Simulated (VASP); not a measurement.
# Be12H2S in VASP: notebook

Runs on Be12H2S. Level: PBEsol. Tasks: single point.

Program: VASP 6.6.1. These are calculated values, not measurements. Logs are shortened: lines on timing, memory, paths and dates and some standing lists are left out, and cuts for length are marked.

## Step 1: Starting point

The cell holds a slab with vacuum, 15 atoms: a = 4.580 Å, b = 4.580 Å, c = 15.588 Å, α = 90.00°, β = 90.00°, γ = 60.00°.

The cell was built by a generator and needn't be a form met in nature.

## Step 2: Single point, PBEsol

INCAR

```
SYSTEM = Be12H2S
PREC = Accurate
ENCUT = 520
EDIFF = 1E-6
ISMEAR = 0
SIGMA = 0.15
LREAL = Auto
LASPH = .TRUE.
NELM = 100
ALGO = Fast
ISIF = 2
LWAVE = .FALSE.
LCHARG = .FALSE.
GGA = PS
NBANDS = 29
```

KPOINTS

```
regular mesh
0
G
  4 4 1
  0 0 0
```

POSCAR

```
Be12H2S
1.0
    4.5800000000      0.0000000000      0.0000000000
    2.2900000000      3.9663960000      0.0000000000
    0.0000000000      0.0000000000     15.5884300000
Be S H
12 1 2
Direct
    0.0000000000      0.0000000000      0.0641500780
    0.5000000000      0.0000000000      0.0641500780
    0.0000000000      0.5000000000      0.0641500780
    0.5000000000      0.5000000000      0.0641500780
   -0.1714875228      0.3375217704      0.1783083351
    0.3360117782      0.3372323389      0.1770309133
   -0.1671117823      0.8348624293      0.1752863502
    0.3351981103      0.8309810720      0.1794681697
   -0.0037458190      0.0030894545      0.2887254201
    0.5007671433      0.0068447528      0.2875304312
    0.0032509250      0.5032195474      0.2871328928
    0.4979572813      0.5049238654      0.3024548335
    0.5755512155      0.5277408005      0.4564346121
    0.7218350852      0.7225158557      0.4481822095
    0.2975788126      0.7854969600      0.4954489323
```

Potentials or basis: VASP PAW PBE potentials, release 64 (Be, S, H).

Run with:

```bash
$ cat potpaw_PBE.64/Be/POTCAR potpaw_PBE.64/S/POTCAR potpaw_PBE.64/H/POTCAR > POTCAR
$ mpirun -np 1 vasp_std > vasp.out
```

OUTCAR:

```text
SYSTEM = Be12H2S
   PREC = Accurate
   ENCUT = 520
   EDIFF = 1E-6
   ISMEAR = 0
   LREAL = Auto
   LASPH = .TRUE.
   NELM = 100
   ISIF = 2
   GGA = PS

 ion  position               nearest neighbor table
   1  0.000  0.000  0.064-   7 2.18   5 2.23   8 2.24   3 2.29   3 2.29   4 2.29   4 2.29   2 2.29
                             2 2.29
   2  0.500  0.000  0.064-   7 2.18   6 2.21   8 2.23   4 2.29   3 2.29   4 2.29   3 2.29   1 2.29
                             1 2.29
   3  0.000  0.500  0.064-   7 2.18   6 2.21   5 2.22   1 2.29   1 2.29   2 2.29   2 2.29   4 2.29
                             4 2.29
   4  0.500  0.500  0.064-   6 2.19   5 2.21   8 2.23   2 2.29   1 2.29   2 2.29   1 2.29   3 2.29
                             3 2.29
   5  0.829  0.338  0.178-  11 2.17   9 2.17   4 2.21   3 2.22   1 2.23   6 2.26   8 2.26   7 2.29
                             7 2.29   8 2.32   6 2.32  12 2.34
   6  0.336  0.337  0.177-  10 2.16  11 2.17   4 2.19   3 2.21   2 2.21   5 2.26   8 2.26   7 2.29
                             7 2.29   8 2.32   5 2.32  12 2.35
   7  0.833  0.835  0.175-   1 2.18   2 2.18   3 2.18  11 2.18  10 2.19   9 2.20   5 2.29   6 2.29
                             8 2.29   6 2.29   8 2.29   5 2.29
   8  0.335  0.831  0.179-  10 2.16   9 2.17   4 2.23   2 2.23   1 2.24   5 2.26   6 2.26   7 2.29
                             7 2.29  12 2.31   5 2.32   6 2.32
   9  0.996  0.003  0.289-   8 2.17   5 2.17   7 2.20  10 2.26  11 2.27  12 2.30  12 2.30  11 2.31
                            10 2.32
  10  0.501  0.007  0.288-   8 2.16   6 2.16   7 2.19   9 2.26  11 2.28  12 2.29  11 2.30  12 2.32
                             9 2.32
  11  0.003  0.503  0.287-   6 2.17   5 2.17   7 2.18   9 2.27  10 2.28  12 2.28  10 2.30   9 2.31
                            12 2.32
  12  0.498  0.505  0.302-  11 2.28  10 2.29   9 2.30   9 2.30   8 2.31  10 2.32  11 2.32   5 2.34
                             6 2.35  13 2.44
  13  0.576  0.528  0.456-  14 1.36  15 1.37  12 2.44
  14  0.722  0.723  0.448-  13 1.36
  15  0.298  0.785  0.495-  13 1.37

  LATTYP: Found a hexagonal cell.
 ALAT       =     4.5799996975
 C/A-ratio  =     3.4035875611

  Lattice vectors:

 A1 = (  -2.2900000000,  -3.9663960000,   0.0000000000)
 A2 = (   4.5800000000,   0.0000000000,   0.0000000000)
 A3 = (   0.0000000000,   0.0000000000,  15.5884300000)

Analysis of symmetry for initial positions (statically):
=====================================================================
 Subroutine PRICEL returns:
 Original cell was already a primitive cell.

 Routine SETGRP: Setting up the symmetry group for a
 hexagonal supercell.

 Subroutine GETGRP returns: Found  1 space group operations
 (whereof  1 operations were pure point group operations)
 out of a pool of 24 trial point group operations.

The static configuration has the point symmetry C_1 .

Analysis of symmetry for dynamics (positions and initial velocities):
=====================================================================
 Subroutine PRICEL returns:
 Original cell was already a primitive cell.

 Routine SETGRP: Setting up the symmetry group for a
 hexagonal supercell.

 Subroutine GETGRP returns: Found  1 space group operations
 (whereof  1 operations were pure point group operations)
 out of a pool of 24 trial point group operations.

The dynamic configuration has the point symmetry C_1 .

 Subroutine INISYM returns: Found  1 space group operations
 (whereof  1 operations are pure point group operations),
 and found     1 'primitive' translations

----------------------------------------------------------------------------------------

                                     Primitive cell

  volume of cell :     283.1809

  direct lattice vectors                    reciprocal lattice vectors
     4.580000000  0.000000000  0.000000000     0.218340611 -0.126059022  0.000000000
     2.290000000  3.966396000  0.000000000     0.000000000  0.252118044  0.000000000
     0.000000000  0.000000000 15.588430000     0.000000000  0.000000000  0.064150142

  length of vectors
     4.580000000  4.579999697 15.588430000     0.252118027  0.252118044  0.064150142

  position of ions in fractional coordinates (direct lattice)
     0.000000000  0.000000000  0.064150078
     0.500000000  0.000000000  0.064150078
     0.000000000  0.500000000  0.064150078
[... 50 lines left out ...]
     0.000000000  0.000000000  0.000000000

 Subroutine IBZKPT returns following result:
 ===========================================

 Found     10 irreducible k-points:

 Following reciprocal coordinates:
            Coordinates               Weight
  0.000000  0.000000  0.000000      1.000000
  0.250000  0.000000  0.000000      2.000000
  0.250000  0.250000  0.000000      2.000000
  0.000000  0.250000  0.000000      2.000000
  0.500000  0.000000  0.000000      1.000000
  0.500000  0.500000  0.000000      1.000000
  0.000000  0.500000  0.000000      1.000000
  0.500000  0.250000  0.000000      2.000000
  0.250000  0.500000  0.000000      2.000000
 -0.250000  0.250000  0.000000      2.000000
   k-points           NKPTS =     10   k-points in BZ     NKDIM =     10   number of bands    NBANDS=     29
   number of dos      NEDOS =    301   number of ions     NIONS =     15
   total plane-waves  NPLWV = 155520
   dimension x,y,z NGX =    36 NGY =   36 NGZ =  120
   dimension x,y,z NGXF=    72 NGYF=   72 NGZF=  240
   ions per type =              12   1   2
   NGX,Y,Z   is equivalent  to a cutoff of  13.07, 13.07, 12.80 a.u.
   NGXF,Y,Z  is equivalent  to a cutoff of  26.13, 26.13, 25.60 a.u.
 SYSTEM =  Be12H2S
   PREC   = accura    normal or accurate (medium, high low for compatibility)
   ISTART =      0    job   : 0-new  1-cont  2-samecut
   ICHARG =      2    charge: 1-file 2-atom 10-const
   ISPIN  =      1    spin polarized calculation?
   LNONCOLLINEAR =      F non collinear calculations
   LSORBIT =      F    spin-orbit coupling
   LASPH  =      T    aspherical Exc in radial PAW
   ENCUT  =  520.0 eV  38.22 Ry    6.18 a.u.   8.52  8.52 28.98*2*pi/ulx,y,z
   NELM   =    100;   NELMIN=  2; NELMDL= -5     # of ELM steps
   EDIFF  = 0.1E-05   stopping-criterion for ELM
   LREAL  =      T    real-space projection
   EDIFFG = 0.1E-04   stopping-criterion for IOM
   NSW    =      0    number of steps for IOM
   IBRION =     -1    ionic relax: 0-MD 1-quasi-New 2-CG
   NFREE  =      0    steps in history (QN), initial steepest desc. (CG)
   ISIF   =      2    stress and relaxation
   ISYM   =      2    0-nonsym 1-usesym 2-fastsym
   POTIM  = 0.5000    time-step for ionic-motion
   TEBEG  =    0.0;   TEEND  =   0.0 temperature during run
   PSTRESS=    0.0 pullay stress
   NELECT =      32.0000    total number of electrons
   NUPDOWN=      -1.0000    fix difference up-down
   EMIN   =  10.00;   EMAX   =-10.00  energy-range for DOS
   EFERMI =   0.00;   METHOD = LEGACY
   ISMEAR =     0;   SIGMA  =   0.15  broadening in eV -4-tet -1-fermi 0-gaus
   EFERMI_NEDOS =   21; number of points for ismear=-14 and -15
   IALGO  =     68    algorithm
   IMIX   =      4    mixing-type and parameters
     AMIX     =   0.40;   BMIX     =  1.00
     AMIX_MAG =   1.60;   BMIX_MAG =  1.00
  volume/ion in A,a.u.               =      18.88       127.40
  Fermi-wavevector in a.u.,A,eV,Ry     =   0.791474  1.495670  8.523120  0.626432
  Thomas-Fermi vector in A             =   1.897022
   LORBIT       =      0    0 simple, 1 ext, 2 COOP (PROOUT), +10 PAW based schemes
   GGA     = PS    functional components
   LHFCALC =     F    Hartree Fock is set to
   AEXX    =    0.0000 exact exchange contribution
   IVDW    =     0    specifies the selected vdW correction
   LEPSILON=     F    determine dielectric tensor
   LRPA    =     F    only Hartree local field effects (RPA)
 non-spin polarized calculation
 RMM-DIIS sequential band-by-band and
 Gauss-broadening in eV      SIGMA  =   0.15
  energy-cutoff  :      520.00
  volume of cell :      283.18
 maximum number of plane-waves:      7731
 NGX is ok and might be reduce to    36
   NGX = 17   NGY = 17   NGZ = 57

 number of electron      31.9999999 magnetization

 Free energy of the ion-electron system (eV)
  ---------------------------------------------------
  ext. energy  EPLUGINS =         0.00000000
  ---------------------------------------------------
  free energy    TOTEN  =       -54.87265943 eV

  energy without entropy =      -54.85056241  energy(sigma->0) =      -54.86161092

 E-fermi :   0.1613     XC(G=0):  -5.9108

 val. band max:        0.0566649417   @ k =   0.5000   0.2500   0.0000
 cond. band min:       0.5304752256   @ k =  -0.2500   0.2500   0.0000
 fundamental gap:      0.4738102840
 Fermi energy:         0.1613397118

 k-point     1 :       0.0000    0.0000    0.0000
  band No.  band energies     occupation
      1     -15.2262      2.00000
      2      -9.3211      2.00000
      3      -7.4007      2.00000
      4      -6.9421      2.00000
      5      -5.6756      2.00000
      6      -4.1427      2.00000
[... 299 lines left out ...]
     27       7.6153      0.00000
     28       7.7725      0.00000
 [bands above 28 left out]

------------------------ aborting loop because EDIFF is reached ----------------------------------------

  FORCE on cell =-STRESS in cart. coord.  units (eV):
  Direction    XX          YY          ZZ          XY          YZ          ZX
  --------------------------------------------------------------------------------------
  -------------------------------------------------------------------------------------
  Total       -5.9593104     -6.0569399     -0.2296817     -0.0461469     -0.5257836     -0.2164175
  in kB      -33.7165138    -34.2688806     -1.2994903     -0.2610891     -2.9747718     -1.2244444
  external PRESSURE =     -23.0949616 kB  Pullay stress =       0.0000000 kB

 VOLUME and BASIS-vectors are now :
 -----------------------------------------------------------------------------
  energy-cutoff  :      520.00
  volume of cell :      283.18
      direct lattice vectors                 reciprocal lattice vectors
     4.580000000  0.000000000  0.000000000     0.218340611 -0.126059022  0.000000000
     2.290000000  3.966396000  0.000000000     0.000000000  0.252118044  0.000000000
     0.000000000  0.000000000 15.588430000     0.000000000  0.000000000  0.064150142

 POSITION                                       TOTAL-FORCE (eV/Angst)
 -----------------------------------------------------------------------------------
      0.00000      0.00000      1.00000         0.102653      0.020691     -0.048995
      2.29000      0.00000      1.00000        -0.084884     -0.038678     -0.046589
      1.14500      1.98320      1.00000        -0.042016     -0.001894     -0.094144
      3.43500      1.98320      1.00000         0.058327      0.099176      0.191772
      4.56751      1.33875      2.77955        -0.000186      0.000933      0.002546
      2.31120      1.33760      2.75963         0.001040      0.000637      0.002222
      5.72646      3.31140      2.73244         0.000421      0.000588     -0.000091
      3.43815      3.29600      2.79763        -0.000116     -0.000999     -0.001816
      4.56992      0.01225      4.50078         0.001846     -0.000905      0.011987
      2.30919      0.02715      4.48215        -0.001547     -0.001049      0.013251
      1.16726      1.99597      4.47595         0.000489      0.001506      0.013509
      3.43692      2.00273      4.71480         0.000993      0.002034      0.006260
      3.84455      2.09323      7.11510         0.007627      0.041266     -0.004942
      4.96057      2.86578      6.98646        -0.046676     -0.053999      0.004453
      3.16170      3.11559      7.72327         0.002028     -0.069307     -0.049424
 -----------------------------------------------------------------------------------
    total drift:                                0.001751     -0.000091     -0.001081

  FREE ENERGIE OF THE ION-ELECTRON SYSTEM (eV)
  ---------------------------------------------------
  free  energy   TOTEN  =       -54.8726594287 eV

  energy  without entropy=      -54.8505624103  energy(sigma->0) =      -54.86161092
```

It took 2.2 min on 1 thread of AMD EPYC 9R45 (Zen 5), shared host; peak memory 0.36 GiB.

Results:

```yaml
Free_energy: -54.8727 eV
Largest_force: 0.224 eV/Å
Band_gap_on_the_k_mesh: none (metal or under the smearing width)
```

Forces in eV/Å, atoms in the order of the input:
```
Be   0.103  0.021 -0.049
Be  -0.085 -0.039 -0.047
Be  -0.042 -0.002 -0.094
Be   0.058  0.099  0.192
Be   0.000  0.001  0.003
Be   0.001  0.001  0.002
Be   0.000  0.001  0.000
Be   0.000 -0.001 -0.002
Be   0.002 -0.001  0.012
Be  -0.002 -0.001  0.013
Be   0.000  0.002  0.014
Be   0.001  0.002  0.006
S    0.008  0.041 -0.005
H   -0.047 -0.054  0.004
H    0.002 -0.069 -0.049
```

Caveat: the k mesh is coarse (spacing up to 0.40 Å⁻¹), so the values aren't converged; the PAW data sets were made with another functional, which shifts forces and pressure a little.

(Part 1 of 3 ends here.)
